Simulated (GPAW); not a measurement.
MgB2:

```xyz
3
Lattice="3.0850 0.0000 0.0000 -1.5425 2.6717 0.0000 0.0000 0.0000 3.5230" Properties=species:S:1:pos:R:3 pbc="T T T"
Mg    0.0000    0.0000    0.0000
B     1.5425    0.8906    1.7615
B     0.0000    1.7811    1.7615
```

Base run:

| Property | Result |
| --- | --- |
| Program | GPAW 26.7.0 |
| Functional | AM05 |
| Potentials or basis | PAW data sets generated in the run's folder for this functional |
| Cutoff | 800 eV |
| Basis | pw |
| k mesh | 7 × 7 × 6 |
| Occupations | fermi-dirac, width 0.05 eV |
| Spin | no spin polarisation |

Its results: pressure -3.5 GPa.

Q: The run is repeated on the same cell with these changes: functional from AM05 to PW91. What comes out?

A: Pressure -1.4 GPa.

PW91 binds less tightly than AM05, so the same cell stands under more pressure.
